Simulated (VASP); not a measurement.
# TiO2 (Anatase) (I4_1/amd) in VASP: single point with PBEsol

Aim: the single point of TiO2 (Anatase) with PBEsol.

Everything below comes from runs of VASP 6.6.1. Logs are shortened: lines on timing, memory, paths and dates and some standing lists are left out, and cuts for length are marked.

## (1) The crystal as given

Symmetry: I4_1/amd, No. 141, tetragonal system. The conventional cell has a = 3.770 Å, b = 3.770 Å, c = 9.552 Å, α = 90.00°, β = 90.00°, γ = 90.00°. Ti (site symmetry -4m2) has 6 O at 1.93 to 1.98 Å as nearest neighbours. O (site symmetry 2mm) is surrounded by 3 Ti at 1.93 to 1.98 Å.

## (2) Single point, PBEsol

Contents of INCAR:

```
PREC     = Accurate       # precision mode
ENCUT    = 520            # plane-wave cutoff, eV
EDIFF    = 1E-7           # SCF threshold, eV
ISMEAR   = 0              # smearing method
SIGMA    = 0.02           # smearing width, eV
LREAL    = False          # projectors in reciprocal space
LASPH    = True           # aspherical terms in the spheres
NELM     = 100            # most SCF steps
ALGO     = Fast           # electronic algorithm
ISIF     = 2              # what is computed and relaxed
LWAVE    = False          # write WAVECAR
LCHARG   = False          # write CHGCAR
GGA      = PS             # functional
NBANDS   = 33             # bands
```

Contents of KPOINTS:

```
regular mesh
0
Gamma
  6 6 6
```

Contents of POSCAR:

```
TiO2
1.0
   -1.8848916415      1.8848916415      4.7758663967
    1.8848916415     -1.8848916415      4.7758663967
    1.8848916415      1.8848916415     -4.7758663967
Ti O
2 4
Direct
    0.0000000000      0.0000000000      0.0000000000
    0.7500000000      0.2500000000      0.5000000000
    0.2075275998      0.2075275998      0.0000000000
    0.9575275998      0.4575275998      0.5000000000
    0.5424724002      0.0424724002      0.5000000000
    0.7924724002      0.7924724002      0.0000000000
```

Potentials or basis: VASP PAW PBE potentials, release 64 (Ti_sv, O).

The run is started by

```bash
$ cat potpaw_PBE.64/Ti_sv/POTCAR potpaw_PBE.64/O/POTCAR > POTCAR
$ mpirun -np 1 vasp_std > vasp.out
```

OUTCAR:

```text
PREC = Accurate
   ENCUT = 520
   EDIFF = 1E-7
   ISMEAR = 0
   LREAL = False
   LASPH = True
   NELM = 100
   ISIF = 2
   GGA = PS

 ion  position               nearest neighbor table
   1  0.000  0.000  0.000-   5 1.93   4 1.93   5 1.93   4 1.93   3 1.98   6 1.98
   2  0.750  0.250  0.500-   6 1.93   3 1.93   6 1.93   3 1.93   4 1.98   5 1.98
   3  0.208  0.208  0.000-   2 1.93   2 1.93   1 1.98
   4  0.958  0.458  0.500-   1 1.93   1 1.93   2 1.98
   5  0.542  0.042  0.500-   1 1.93   1 1.93   2 1.98
   6  0.792  0.792  0.000-   2 1.93   2 1.93   1 1.98

  LATTYP: Found a body centered tetragonal cell.
 ALAT       =     3.7697832830
 C/A-ratio  =     2.5337617779

  Lattice vectors:

 A1 = (  -1.8848916415,   1.8848916415,   4.7758663967)
 A2 = (   1.8848916415,  -1.8848916415,   4.7758663967)
 A3 = (   1.8848916415,   1.8848916415,  -4.7758663967)

Analysis of symmetry for initial positions (statically):
=====================================================================
 Subroutine PRICEL returns:
 Original cell was already a primitive cell.

 Routine SETGRP: Setting up the symmetry group for a
 body centered tetragonal supercell.

 Subroutine GETGRP returns: Found 16 space group operations
 (whereof  8 operations were pure point group operations)
 out of a pool of 16 trial point group operations.

The static configuration has the point symmetry D_2d.
 The point group associated with its full space group is D_4h.

Analysis of symmetry for dynamics (positions and initial velocities):
=====================================================================
 Subroutine PRICEL returns:
 Original cell was already a primitive cell.

 Routine SETGRP: Setting up the symmetry group for a
 body centered tetragonal supercell.

 Subroutine GETGRP returns: Found 16 space group operations
 (whereof  8 operations were pure point group operations)
 out of a pool of 16 trial point group operations.

The dynamic configuration has the point symmetry D_2d.
 The point group associated with its full space group is D_4h.

 Subroutine INISYM returns: Found 16 space group operations
 (whereof  8 operations are pure point group operations),
 and found     1 'primitive' translations

----------------------------------------------------------------------------------------

                                     Primitive cell

  volume of cell :      67.8711

  direct lattice vectors                    reciprocal lattice vectors
    -1.884891642  1.884891642  4.775866397     0.000000000  0.265267238  0.104693046
[... 100 lines left out ...]
   ISIF   =      2    stress and relaxation
   ISYM   =      2    0-nonsym 1-usesym 2-fastsym
   POTIM  = 0.5000    time-step for ionic-motion
   TEBEG  =    0.0;   TEEND  =   0.0 temperature during run
   PSTRESS=    0.0 pullay stress
   NELECT =      48.0000    total number of electrons
   NUPDOWN=      -1.0000    fix difference up-down
   EMIN   =  10.00;   EMAX   =-10.00  energy-range for DOS
   EFERMI =   0.00;   METHOD = LEGACY
   ISMEAR =     0;   SIGMA  =   0.02  broadening in eV -4-tet -1-fermi 0-gaus
   EFERMI_NEDOS =   21; number of points for ismear=-14 and -15
   IALGO  =     68    algorithm
   IMIX   =      4    mixing-type and parameters
     AMIX     =   0.40;   BMIX     =  1.00
     AMIX_MAG =   1.60;   BMIX_MAG =  1.00
  volume/ion in A,a.u.               =      11.31        76.34
  Fermi-wavevector in a.u.,A,eV,Ry     =   1.458569  2.756295 28.945348  2.127423
  Thomas-Fermi vector in A             =   2.575238
   LORBIT       =      0    0 simple, 1 ext, 2 COOP (PROOUT), +10 PAW based schemes
   GGA     = PS    functional components
   LHFCALC =     F    Hartree Fock is set to
   AEXX    =    0.0000 exact exchange contribution
   IVDW    =     0    specifies the selected vdW correction
   LEPSILON=     F    determine dielectric tensor
   LRPA    =     F    only Hartree local field effects (RPA)
 non-spin polarized calculation
 RMM-DIIS sequential band-by-band and
 Gauss-broadening in eV      SIGMA  =   0.02
  energy-cutoff  :      520.00
  volume of cell :       67.87
 maximum number of plane-waves:      1850
 NGX is ok and might be reduce to    42
   NGX = 21   NGY = 21   NGZ = 21

 number of electron      47.9999993 magnetization

 Free energy of the ion-electron system (eV)
  ---------------------------------------------------
  ext. energy  EPLUGINS =         0.00000000
  ---------------------------------------------------
  free energy    TOTEN  =       -56.21757305 eV

  energy without entropy =      -56.21757305  energy(sigma->0) =      -56.21757305

 E-fermi :   3.3944     XC(G=0): -11.0356

 val. band max:        3.2694240245   @ k =   0.5000   0.5000   0.0000
 cond. band min:       5.4034949678   @ k =   0.0000   0.0000   0.0000
 fundamental gap:      2.1340709433
 Fermi energy:         3.3944042976

 k-point     1 :       0.0000    0.0000    0.0000
  band No.  band energies     occupation
      1     -52.7901      2.00000
      2     -52.7277      2.00000
      3     -29.3826      2.00000
      4     -29.1337      2.00000
      5     -29.1337      2.00000
      6     -29.0606      2.00000
[... 853 lines left out ...]
     32       9.2459      0.00000
     33      11.5590      0.00000

 [... further k-points ...]

------------------------ aborting loop because EDIFF is reached ----------------------------------------

  FORCE on cell =-STRESS in cart. coord.  units (eV):
  Direction    XX          YY          ZZ          XY          YZ          ZX
  --------------------------------------------------------------------------------------
  -------------------------------------------------------------------------------------
  Total        0.2762309      0.2762309      0.3152550      0.0000000      0.0000000      0.0000000
  in kB        6.5207560      6.5207560      7.4419655      0.0000000      0.0000000      0.0000000
  external PRESSURE =       6.8278259 kB  Pullay stress =       0.0000000 kB

 VOLUME and BASIS-vectors are now :
 -----------------------------------------------------------------------------
  energy-cutoff  :      520.00
  volume of cell :       67.87
      direct lattice vectors                 reciprocal lattice vectors
    -1.884891642  1.884891642  4.775866397     0.000000000  0.265267238  0.104693046
     1.884891642 -1.884891642  4.775866397     0.265267238  0.000000000  0.104693046
     1.884891642  1.884891642 -4.775866397     0.265267238  0.265267238  0.000000000

 POSITION                                       TOTAL-FORCE (eV/Angst)
 -----------------------------------------------------------------------------------
      0.00000      0.00000      0.00000         0.000000      0.000000     -0.000000
      0.00000      1.88489      2.38793         0.000000      0.000000     -0.000000
      0.00000      0.00000      1.98225        -0.000000      0.000000      0.019097
     -0.00000      1.88489      4.37018         0.000000     -0.000000      0.019097
      0.00000      1.88489      0.40569         0.000000     -0.000000     -0.019097
      0.00000      0.00000      7.56948        -0.000000      0.000000     -0.019097
 -----------------------------------------------------------------------------------
    total drift:                               -0.000000     -0.000000     -0.000000

  FREE ENERGIE OF THE ION-ELECTRON SYSTEM (eV)
  ---------------------------------------------------
  free  energy   TOTEN  =       -56.2175730502 eV

  energy  without entropy=      -56.2175730502  energy(sigma->0) =      -56.21757305
```

OSZICAR:

```text
N       E                     dE             d eps       ncg     rms          rms(c)
DAV:   1     0.661644507642E+03    0.66164E+03   -0.24292E+04  1980   0.169E+03
DAV:   2     0.277635265827E+02   -0.63388E+03   -0.59087E+03  2167   0.507E+02
DAV:   3    -0.674401838150E+02   -0.95204E+02   -0.93453E+02  2749   0.189E+02
[... 18 lines left out ...]
RMM:  22    -0.562175720836E+02   -0.98631E-06   -0.10922E-05  3301   0.114E-02    0.103E-03
RMM:  23    -0.562175725954E+02   -0.51183E-06   -0.56198E-06  3017   0.815E-03    0.626E-04
RMM:  24    -0.562175728369E+02   -0.24146E-06   -0.26941E-06  2757   0.643E-03    0.148E-04
RMM:  25    -0.562175729756E+02   -0.13870E-06   -0.16193E-06  2665   0.548E-03    0.119E-04
RMM:  26    -0.562175730502E+02   -0.74661E-07   -0.94531E-07  2507   0.480E-03
   1 F= -.56217573E+02 E0= -.56217573E+02  d E =-.229434E-20
```

It took 5.3 min on 1 thread of Intel Xeon Platinum 8488C (Sapphire Rapids), shared host; peak memory 0.25 GiB.

Results:

| Quantity | Value |
| --- | --- |
| Free energy | -56.2176 eV |
| Pressure | 0.7 GPa |
| Largest force | 0.019 eV/Å |
| Band gap on the k mesh | 2.13 eV, indirect (least direct gap 2.43 eV) |

Forces on the atoms (eV/Å):
```
Ti   0.000  0.000  0.000
Ti   0.000  0.000  0.000
O    0.000  0.000  0.019
O    0.000  0.000  0.019
O    0.000  0.000 -0.019
O    0.000  0.000 -0.019
```

Levels at points of the mesh, in eV from the valence-band top:
```tsv
k point	band 21	band 22	band 23	band 24	band 25	band 26	band 27	band 28
(0.00, 0.00, 0.00)	-0.73	-0.73	-0.43	-0.43	2.13	2.88	4.08	4.08
(0.50, 0.00, 0.00)	-1.95	-0.92	-0.79	-0.60	3.29	3.62	3.63	3.71
(0.50, 0.50, 0.00)	-2.05	-2.05	0.00	0.00	3.38	3.38	3.87	3.87
(0.50, 0.50, 0.50)	-1.22	-1.22	-0.06	-0.06	2.50	2.50	3.84	3.84
```

Caveat: the PAW data sets were made with another functional, which shifts forces and pressure a little. PBEsol gaps usually lie below the measured ones, often by a third to a half.
